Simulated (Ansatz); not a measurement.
2 structures of ZnHg3: a ranking of polymorphs by energy, run with Ansatz 0.2.0 through its Python package.

Script `znhg3_polymorphs.py`:
```python
'''Which structure of ZnHg3 is lowest in energy, after relaxing atoms and volume at fixed cell shape.'''

import csv
import logging
import sys
import warnings

import ansatz
import numpy as np
import spglib

logging.basicConfig(stream=sys.stdout, format='%(levelname)s:%(name)s:%(message)s')
log = logging.getLogger('ansatz_job')
log.setLevel(logging.INFO)

config = {
    'xc': 'lda',
    'max_scf': 60,
    'mixing_beta': 0.6,
    'k_spacing': 0.39,
    'smearing': 'gaussian',
    'smearing_width': 0.1,
}

PHASES = {
    'Pm-3m': (
        [(4.563231, 0.0, 0.0), (0.0, 4.563231, 0.0), (0.0, 0.0, 4.563231)],
        [
            ('Zn', (0.5, 0.5, 0.5)),
            ('Hg', (0.5, 0.0, 0.0)),
            ('Hg', (0.0, 0.5, 0.0)),
            ('Hg', (0.0, 0.0, 0.5)),
        ],
    ),
    'Fm-3m': (
        [(0.0, 3.708506, 3.708506), (3.708506, 0.0, 3.708506), (3.708506, 3.708506, 0.0)],
        [
            ('Zn', (0.0, 0.0, 0.0)),
            ('Hg', (0.25, 0.25, 0.25)),
            ('Hg', (0.75, 0.75, 0.75)),
            ('Hg', (0.5, 0.5, 0.5)),
        ],
    ),
}


def build(vectors, sites):
    crystal = ansatz.Crystal(lattice=ansatz.Lattice.of(vectors))
    for symbol, position in sites:
        crystal = crystal.atom(symbol, position)
    return crystal


def ground_state(name, crystal):
    calc = (
        crystal.calculation()
        .functional(config['xc'])
        .scf(max_iterations=config['max_scf'], lower_state_search='standard')
        .basis(20 * ansatz.Ry)
        .mixing('anderson', ndim=8, beta=config['mixing_beta'])
        .kpoints(spacing=config['k_spacing'])
        .occupations(config['smearing'], width=config['smearing_width'])
        .stress()
        .band_table()
    )
    calc = calc.relax(force_tolerance=0.01, fix_cell=['shape'])
    return calc.run()


def space_group(outcome):
    sites = outcome.report['lattice']['sites']
    kinds = sorted({site['symbol'] for site in sites})
    cell = (outcome.lattice.cell_ang, [site['position_frac'] for site in sites], [kinds.index(site['symbol']) for site in sites])
    return spglib.get_spacegroup(cell, symprec=0.01)


def pressure_gpa(outcome):
    return float(np.trace(outcome.report['stress_gpa']) / 3)


def volume_per_atom(outcome):
    return abs(np.linalg.det(outcome.lattice.cell_ang)) / len(outcome.lattice.sites)

warnings.simplefilter('ignore', ansatz.DeckWarning)

phases = {name: build(*cell) for name, cell in PHASES.items()}

done = {name: ground_state(name, crystal) for name, crystal in phases.items()}

energy = {name: o.report['energy_sigma0_ev'] / len(o.lattice.sites) for name, o in done.items()}
lowest = min(energy.values())
rows = [(name, len(o.lattice.sites), 1000 * (energy[name] - lowest), space_group(o), pressure_gpa(o), volume_per_atom(o)) for name, o in done.items()]
rows.sort(key=lambda row: row[2])
with open('polymorphs.csv', 'w', newline='') as handle:
    writer = csv.writer(handle)
    writer.writerow(['phase', 'atoms', 'dE (meV/atom)', 'space group', 'P (GPa)', 'V (A^3/atom)'])
    writer.writerows([round(v, 4) if isinstance(v, float) else v for v in row] for row in rows)
print(open('polymorphs.csv').read())
```

Which of these structures comes out lowest, and how far apart are they?

By space group at the end of each run: Pm-3m (+0 meV an atom, 19.4 Å³) and Fm-3m (+103 meV an atom, 20.5 Å³).

What the script printed:

`python znhg3_polymorphs.py` gives:
```text
--- The result so far, ahead of a search for a lower minimum behind the relaxation; the run's own can be another ---
--- Relaxed structure (17 steps of the walk, 16 accepted, 9 SCFs on fresh bases) ---
  F+E_penalty+E_count = -43811.16284910 eV   max|allowed force component| = 8.281e-30 eV/Å   (the final SCF, on the basis selected at the relaxed cell)
to start a new deck from the relaxed geometry:
  # the rows under cell: are crystal.lattice (Å); those under atoms: are crystal.atoms (fractional)
  # these rows hold no starting moments: give each atom its spin and spin_axis again (relax.cell in the manual, under Limitations, says where they stand)
  # drop crystal.checkpoint, crystal.saddle_side [...]
  # these rows already include their effect, but for a slab's crystal.periodic that crystal.checkpoint laid: type that, and under magnetization.per_species the moments by species that it laid
  # where hamiltonian.xc.exx.coeff was left to the run, type the fraction that it took
  # where crystal.lattice changes, lay crystal.conventional_axes and each constraint's lattice_plane and lattice_line anew on its vectors; on these sites an outside_sphere can name other atoms (type this run's as sites)
  # the words of relax.cell.fix then name these vectors, unless crystal.conventional_axes gives the axes of a cell which the run reduced
  # or, where this run's checkpoint.write kept a state, name that directory under crystal.checkpoint in the place of these rows (where a search for an adjacent minimum keeps one, it gives that one: for these rows its steps/00-relax/state), with the other keys dropped all the same: its cell and atoms come with the starting moments that the new deck's spin treatment reads
  # drop the old deck's checkpoint.read (its saved state can only seed a run with the same cell) and give checkpoint.write a new directory
  cell:  # Å, volume = 77.7727 Å³
    - [4.268503870826277, -6.228582689816088e-97, -4.488154191828278e-97]
    - [-6.228582689816088e-97, 4.268503870826277, 0.0]
    - [-4.488154191828278e-97, 0.0, 4.268503870826277]
  atoms:
    - { symbol: Zn, position: [0.5, 0.5, 0.5] }
    - { symbol: Hg, position: [0.5, 1.73122503458109e-46, -2.3141311902159366e-47] }
    - { symbol: Hg, position: [-8.403095169655616e-48, 0.5, 2.1641874845863933e-47] }
    - { symbol: Hg, position: [-1.786641729120009e-46, 3.252528881280821e-47, 0.5] }
--- The result so far, ahead of a search for a lower minimum behind the relaxation; the run's own can be another ---
--- Relaxed structure (22 steps of the walk, 20 accepted, 8 SCFs on fresh bases) ---
  F+E_penalty+E_count = -43810.75525814 eV   max|allowed force component| = 1.446e-17 eV/Å   (the final SCF, on the basis selected at the relaxed cell)
to start a new deck from the relaxed geometry:
  # the rows under cell: are crystal.lattice (Å); those under atoms: are crystal.atoms (fractional)
  # these rows hold no starting moments: give each atom its spin and spin_axis again (relax.cell in the manual, under Limitations, says where they stand)
  # drop crystal.checkpoint, crystal.saddle_side [...]
  # these rows already include their effect, but for a slab's crystal.periodic that crystal.checkpoint laid: type that, and under magnetization.per_species the moments by species that it laid
  # where hamiltonian.xc.exx.coeff was left to the run, type the fraction that it took
  # where crystal.lattice changes, lay crystal.conventional_axes and each constraint's lattice_plane and lattice_line anew on its vectors; on these sites an outside_sphere can name other atoms (type this run's as sites)
  # the words of relax.cell.fix then name these vectors, unless crystal.conventional_axes gives the axes of a cell which the run reduced
  # or, where this run's checkpoint.write kept a state, name that directory under crystal.checkpoint in the place of these rows (where a search for an adjacent minimum keeps one, it gives that one: for these rows its steps/00-relax/state), with the other keys dropped all the same: its cell and atoms come with the starting moments that the new deck's spin treatment reads
  # drop the old deck's checkpoint.read (its saved state can only seed a run with the same cell) and give checkpoint.write a new directory
  cell:  # Å, volume = 81.8825 Å³
    - [2.858896450767548e-17, 3.446569785046543, 3.446569785046543]
    - [3.446569785046543, 1.6854722440674214e-17, 3.446569785046543]
    - [3.446569785046543, 3.446569785046543, -3.4361142937606652e-19]
  atoms:
    - { symbol: Zn, position: [-3.9119687136540633e-36, 2.6786816154737284e-35, 2.864955777314975e-35] }
    - { symbol: Hg, position: [0.25, 0.25, 0.25] }
    - { symbol: Hg, position: [0.7500000000000001, 0.7500000000000001, 0.7500000000000001] }
    - { symbol: Hg, position: [0.5, 0.5, 0.5] }
phase,atoms,dE (meV/atom),space group,P (GPa),V (A^3/atom)
Pm-3m,4,0.0,Pm-3m (221),-0.0411,19.4432
Fm-3m,4,103.0035,Fm-3m (225),-0.0113,20.4706
```

What to keep in mind:
- The settings weren't tested for convergence.
- The cutoff lies under the one recommended for these potentials.
- Under the recommended cutoff a pressure can be off by several GPa, even in sign.
- Atoms and volume are relaxed with the cell's shape held, which in cells of lower than cubic symmetry can hide stresses and shift volumes.
- Pressure is positive in compression.
- Spin-orbit coupling, which matters for elements this heavy, is left out.
- The cells come from databases of deposited and of computed structures, and not all need be stable phases.
- The ranking holds among these structures alone, at zero temperature; the ground state may be another structure. Differences under about 40 meV an atom lie within the error of mesh and functional.
- The script silences the warnings on its input, which a real study should read.
- Finished in 76 s on 1 thread of Arm Neoverse V2 (shared host), peak memory 0.37 GiB.

(Lines on the test bed's own set-up are left out of the output.)
